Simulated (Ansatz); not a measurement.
# Mo: symmetry broken, then relaxed

The task, for Mo: disturb the structure and relax it again.

Method: DFT r2SCAN, scalar-relativistic, plane waves, PAW, in Ansatz 0.2.0.

1 further run of the same task is left out (set aside as unsound or not needed).

## 1. Starting point

Symmetry: P6/mmm, No. 191, hexagonal system. Conventional cell: a = 2.749 Å, b = 2.749 Å, c = 2.534 Å, α = 90.00°, β = 90.00°, γ = 120.00°. Mo (site symmetry 6/mmm) has 8 Mo at 2.53 to 2.75 Å as nearest neighbours.

As a file:

```
CELL_PARAMETERS angstrom
2.74882 0.00000 0.00000
-1.37441 2.38055 0.00000
0.00000 0.00000 2.53390
ATOMIC_POSITIONS crystal
Mo 0.00000 0.00000 0.50000
```

It goes back to an entry of the Materials Project, which need not be the stable form.

It is the result of an earlier relaxation at this level (volume 16.58 Å³/atom; gap on the mesh: none (metal)).

## 2. Zero of energy

The reference gives a free energy of -4966.6684 eV, pressure -0.34 GPa, largest force 0.000 eV/Å and gap on the mesh none (metal). It was computed beforehand with the settings of the runs below.

## 3. Breaking the symmetry

Cell sheared at random, sigma 0.03. Displacements in the unstrained cell, with the mean shift removed:

```
atom  ux (Å)  uy (Å)  uz (Å)
 Mo1   0.000   0.000   0.000
```

Strain (xx, yy, zz, yz, xz, xy; engineering shear): (-0.0668, 0.0242, 0.0426, 0.0547, 0.0074, -0.0289).

## 4. Single point of the disturbed structure

Input file input.yaml:

```yaml
crystal:
  lattice:
    - [2.5652565622, -0.039741545, 0.0101494564]
    - [-1.3170454686, 2.4580090175, 0.0600193694]
    - [0.0093559172, 0.0692874484, 2.6418079414]
  atoms:
    - { symbol: Mo, position: [0.0, 0.0, 0.5] }
basis:
  ecutwfc: 500
kpoints:
  mp_grid: { grid: [12, 12, 14] }
hamiltonian:
  xc: r2scan
scf:
  occupations: { method: gaussian, width: 0.15 }
output:
  forces: true
  stress: true
  eigenvalues: true
  write_density: true
  write_potential: true
  elf: true
  volumetric_format: npy
```

The run is started by

```bash
$ ansatz run input.yaml --threads 1 --pin off --max-ram 2560MiB --backend cpu --events-out ev --progress --plain --runs-dir out
```

Standard output:

```text
Warning: RAYON_NUM_THREADS=1 ignored (pool sized by the plan → 1); use --threads N
Engine: ansatz 0.2.0, x86_64-unknown-linux-gnu
Pseudopotentials: kind: paw
Pseudopotential: Mo, paw, valence charge 14, recommended cutoff 500 eV (meta_gga), Mo.paw.azcp
Functional definition: r2SCAN
  parameter k0 = 0.174
  parameter k1 = 0.065
  parameter a1 = 4.9479
  exchange = r2scan_x(k0 = k0, k1 = k1, a1 = a1)
  correlation = r2scan_c
Crystal: 1 atoms, lattice volume = 16.508 Å³
Basis set: ecut = 500 eV, 415 PW (Γ), exchange–correlation on 80×96×80 points (64 copies of the dense FFT grid, shifted against one another)
Bands: 11, of which v1, the nominal top of the filled ones, is band 7 counted from 1 (6 counted from 0)
Symmetry: 2 space group operations
Space group: P-1 (ITA 2), of the structure as read, at distance tolerance 2.5e-5 Å
k-points: 1012 of 2016
Non-local potential: Mo, projectors of the file, l = 0: 3, l = 1: 2, l = 2: 2, l = 3: 1
PAW form: soft (Blöchl's): semilocal exchange-correlation on the pseudo side does not see the compensation charge
PAW frozen core: Mo, regenerated for the run's functional (the file was generated under x = pbe(κ = 0.804, μ = 0.2195149727645171), c = pbe(β = 0.06672455060314922))
PAW one-centre angular grid: Mo, 590 points (default); XC on 160 Gauss nodes
Initial density: superposition of atomic densities (neutral atoms: chi_scale 0, normalization atom), corrected by the library's trained network
Initial wavefunctions: pseudopotential atomic-orbital guess
Functional: x = r2scan, c = r2scan; τ floored in thin density (d = 2e-4 eV/Å³)
SCF iter   1: F=—  HF=-4966.629746 eV  |F-HF|=—  |Δ(HF+E_count)|=         —  Δρ=1.43e-2  dr2=1.54e-2  dr2_τ=1.74e-2  ethr=1.77e-3  ⟨swp⟩=5.0  Hψ=67970  notcnv=0
preconditioner: auto → none  [metal: Δε(μ)=0.006 eV  Ē_g=8.123 eV  σ=0.150 eV  W_gap=0.02  n_scr=4 (ndim 8)  ℏωp=22.4 eV  f_vac=0.000  D(μ)=0.90/eV (n_scr^D=8)  sad-step TF]
SCF iter   2: F=—  HF=-4966.633076 eV  |F-HF|=—  |Δ(HF+E_count)|=   3.33e-3  Δρ=8.27e-3  dr2=4.56e-3  dr2_τ=2.30e-4  ethr=1.10e-4  ⟨swp⟩=1.4  Hψ=20523  notcnv=0
SCF iter   3: F=—  HF=-4966.633719 eV  |F-HF|=—  |Δ(HF+E_count)|=   6.43e-4  Δρ=7.94e-4  dr2=6.46e-5  dr2_τ=9.44e-6  ethr=3.26e-5  ⟨swp⟩=2.6  Hψ=17810  notcnv=0
SCF iter   4: F=—  HF=-4966.633744 eV  |F-HF|=—  |Δ(HF+E_count)|=   2.47e-5  Δρ=2.13e-4  dr2=6.27e-6  dr2_τ=1.60e-6  ethr=4.62e-7  ⟨swp⟩=2.0  Hψ=17494  notcnv=0
SCF iter   5: F=—  HF=-4966.633742 eV  |F-HF|=—  |Δ(HF+E_count)|=   1.54e-6  Δρ=4.55e-5  dr2=1.92e-7  dr2_τ=3.32e-8  ethr=4.48e-8  ⟨swp⟩=2.5  Hψ=16836  notcnv=0
SCF iter   6: F=-4966.633742 eV  HF=-4966.633742 eV  |F-HF|=9.15e-9  |Δ(HF+E_count)|=   7.90e-8  Δρ=1.11e-5  dr2=7.11e-9  dr2_τ=1.37e-9  ethr=7.14e-10  ⟨swp⟩=9.0  Hψ=71787  notcnv=0
SCF 1 converged in 6 iterations: F = -4966.633742 eV  dr2 = 7.11e-9
SCF converged after 6 iterations
Free energy (F): -4966.633742 eV
Harris-Foulkes:  -4966.633742 eV  (|F-HF|=9.15e-9)
Internal energy: -4966.623837 eV  (E = F + TS)
E sigma→0 (E₀):  -4966.628790 eV
Entropy (-TS):   -0.009905 eV (-9.905 meV/atom)
Fermi energy:    19.875042 eV
--- Per-component energies (eV) ---
  E_band       = -83.493939
  E_kinetic    = 441.465757
  E_local      = -862.293975  (includes V_loc(G=0)·N_el)
  E_nonlocal   = 144.230696
  E_hartree    = 288.779230
  E_xc         = -178.224457
  E_vxc        = -255.977770  (∫ρ·V_xc dr)
  E_paw        = -3217.916657  (= ΣΔE_a)
  E_vpaw       = -145.530915  (= ΣTr[D̂ρ^β])
  E_aug_tail   = 0.000004  (compensation charges beyond the density's cutoff)
  E_vtau       = 17.054370  (kinetic-family band-sum trace: ∫τ·v_τ [+ j·A + Jᵃ·Aᵃ] dr)
  E_ewald      = -1582.443231
  E_core_change = -0.221204  (= ΣΔE_core)
  E_smearing   = -0.009905  (= −TS)
  E_closure    = 0.000000  (closes the sum)
  Σ components = -4966.633742   (vs F -4966.633742, Δ=0.00e0)
--- Forces (eV/Å), atoms counted from 1 ---
  atom   1  Mo     0.00000000     0.00000000     0.00000000
  max |Σ_I F_I| component: 0.00e0 eV/Å
--- Stress (GPa, compression-positive) ---
       12.397369      -1.823736       0.880014
       -1.823735      11.775704       5.871404
        0.880014       5.871394     -12.128834
  P = ⅓ Tr σ = 4.0147 GPa (40.147 kbar)
--- Band table (eV; the first three rows and the last of 1012) ---
  k-point 0: bands = ["-43.3665", "-15.9721", "-15.8599", "-15.5521", "12.5145", "15.0537", "17.6156", "20.0349", "23.6148", "24.1874", "33.4902"]
  k-point 1: bands = ["-43.3575", "-16.0415", "-15.8593", "-15.5467", "12.6693", "15.2150", "17.6469", "20.0624", "23.4382", "24.0300", "33.5902"]
  k-point 2: bands = ["-43.3323", "-16.2435", "-15.8472", "-15.5316", "13.0844", "15.7031", "17.7362", "20.1404", "22.9760", "23.6118", "32.9071"]
  k-point 1011: bands = ["-42.8488", "-17.3524", "-17.0045", "-16.0169", "14.1610", "15.6754", "19.7638", "24.3453", "25.9743", "26.2620", "27.5764"]
```

It took 22 s on 1 thread of Intel Xeon Platinum 8488C (Sapphire Rapids), shared host; peak memory 0.55 GiB.

Density in a lattice plane of the grid's cell (edges 2.57 and 2.64 Å, at 0.000 of the third edge), which holds Mo.

Values in e/Å³, 12 rows by 12 columns:
```
0.63 0.56 0.43 0.31 0.25 0.22 0.21 0.22 0.25 0.32 0.43 0.57
1.46 1.23 0.80 0.47 0.31 0.26 0.24 0.26 0.32 0.48 0.81 1.24
3.45 2.92 1.84 0.93 0.49 0.33 0.30 0.34 0.50 0.96 1.88 2.95
5.68 5.07 3.55 1.88 0.84 0.47 0.40 0.48 0.86 1.92 3.60 5.10
6.45 6.29 5.11 3.01 1.32 0.63 0.50 0.64 1.34 3.04 5.14 6.30
6.23 6.47 5.76 3.59 1.60 0.72 0.54 0.72 1.60 3.59 5.76 6.47
6.45 6.30 5.14 3.04 1.34 0.64 0.50 0.63 1.32 3.01 5.11 6.29
5.68 5.10 3.60 1.92 0.86 0.48 0.40 0.47 0.84 1.88 3.55 5.07
3.45 2.95 1.88 0.96 0.50 0.34 0.30 0.33 0.49 0.93 1.84 2.92
1.46 1.24 0.81 0.48 0.32 0.26 0.24 0.26 0.31 0.47 0.80 1.23
0.63 0.57 0.43 0.32 0.25 0.22 0.21 0.22 0.25 0.31 0.43 0.56
0.45 0.42 0.35 0.28 0.23 0.21 0.20 0.21 0.23 0.28 0.35 0.42
```
Columns run along the first of these edges and rows up along the second, over one cell in 12 and 12 even steps from the bottom left corner. Atoms in the plane (fractional): Mo at (1.00, 0.50).

ELF in the same plane.

Ten even steps from ' ' (0.18) to '@' (0.78):
```
::::::::........::::--======--::::........::::::
------::....    ..::::------::....    ....::----
++++==--::..      ....::::::..        ..::--==++
%%####++==::        ..........        ::==++####
@@@@%%##++==::        ......      ..::==**##%%@@
@@@@@@%%##++==::..  ..........  ..::==**##%%@@@@
%%%%@@%%%%##**==::..............--==**##%%%%@@%%
++**##%%%%%%##**==::::....::::::==**##%%%%%%##**
--==++##%%@@%%##++--::::::::::--++##%%@@%%##++==
  ::==**%%@@@@%%**==--::::::--==**%%@@@@%%**==::
--==++##%%@@%%##++--::::::::::--++##%%@@%%##++==
++**##%%%%%%##**==::::::....::::==**##%%%%%%##**
%%%%@@%%%%##**==--..............::==**##%%%%@@%%
@@@@@@%%##**==::..  ..........  ..::==++##%%@@@@
@@@@%%##**==::..      ......        ::==++##%%@@
%%####++==::        ..........        ::==++####
++++==--::..        ..::::::....      ..::--==++
------::....    ....::------::::..    ....::----
::::::::........::::--======--::::........::::::
::::::::::::::::::----======----::::::::::::::::
```
Columns run along the first of these edges and rows up along the second, over one cell in 24 and 20 even steps from the bottom left corner. Atoms in the plane (fractional): Mo at (1.00, 0.50).

Both are smooth fields of the valence electrons: close to the nuclei they are not physical.

Outside the cores ELF peaks at 0.45 between the atoms, 1.5 Å from Mo.

## 5. Relaxing from there

Changes to input.yaml since step 4:

```diff
@@ -19,5 +19,5 @@
   eigenvalues: true
-  write_density: true
-  write_potential: true
-  elf: true
-  volumetric_format: npy
+relax:
+  adjacent_minimum: "off"
+  f_tol: 0.01
+  max_steps: 80
```

The run is started by

```bash
$ ansatz run input.yaml --threads 1 --pin off --max-ram 2560MiB --backend cpu --events-out ev --progress --plain --runs-dir out
```

Standard output, shortened:

```text
Warning: output.stress: scf.convergence.dr2_threshold = 1e-7 eV (the SCF's general default) is looser than the 1e-10 eV advised for a printed stress (1e-10 eV for each atom of the cell: 1). What an SCF threshold leaves in a stress goes as its square root, and in the free energy as the [...]
Warning: RAYON_NUM_THREADS=1 ignored (pool sized by the plan → 1); use --threads N
[...]
[... 3 set-up lines as earlier in the session ...]
[...]
Crystal: 1 atoms, lattice volume = 16.508 Å³
Basis set: ecut = 500 eV, 415 PW (Γ), exchange–correlation on 80×96×80 points (64 copies of the dense FFT grid, shifted against one another)
Bands: 11, of which v1, the nominal top of the filled ones, is band 7 counted from 1 (6 counted from 0)
[... 2 set-up lines as earlier in the session ...]
k-points: 1012 of 2016
[...]
SCF iter   2: F=-4966.633742 eV  HF=-4966.633742 eV  |F-HF|=3.01e-9  |Δ(HF+E_count)|=   7.90e-9  Δρ=6.41e-6  dr2=2.25e-9  dr2_τ=1.49e-10  ethr=5.07e-11  ⟨swp⟩=3.1  Hψ=29572  notcnv=0
[...]
SCF converged after 2 iterations
Free energy (F): -4966.633742 eV
[...]
E sigma→0 (E₀):  -4966.628790 eV
Entropy (-TS):   -0.009905 eV (-9.905 meV/atom)
Fermi energy:    19.875062 eV
[...]
--- Forces (eV/Å), atoms counted from 1 ---
  atom   1  Mo     0.00000000     0.00000000     0.00000000
[...]
--- Stress (GPa, compression-positive) ---
       12.397621      -1.823724       0.880003
       -1.823724      11.775484       5.871318
        0.880003       5.871312     -12.128488
  P = ⅓ Tr σ = 4.0149 GPa (40.149 kbar)
--- Band table (eV; the first three rows and the last of 1012) ---
  k-point 0: bands = ["-43.3665", "-15.9720", "-15.8599", "-15.5520", "12.5145", "15.0537", "17.6156", "20.0349", "23.6148", "24.1875", "33.4901"]
[...]
--- Relaxed structure (1 steps of the walk, 1 accepted, 0 SCFs on fresh bases) ---
  F+E_penalty+E_count = -4966.63374223 eV   max|allowed force component| = 0.000e0 eV/Å
  atoms:
    - { symbol: Mo, position: [0.0, 0.0, 0.49999999999999994] }
```

Run time: 31 s. Hardware: 1 thread of Intel Xeon Platinum 8488C (Sapphire Rapids), shared host; peak memory 0.59 GiB.

## 6. Results

| quantity | value |
| --- | --- |
| cost of the disturbance | 34.6 meV/atom |
| end of the relaxation, from the reference | +34.6 meV/atom |
| final space group | P-1 (tolerance 0.05 Å; reference P6/mmm) |

What this shows: It ends 34.6 meV/atom above the reference, since the strained cell was held fixed.
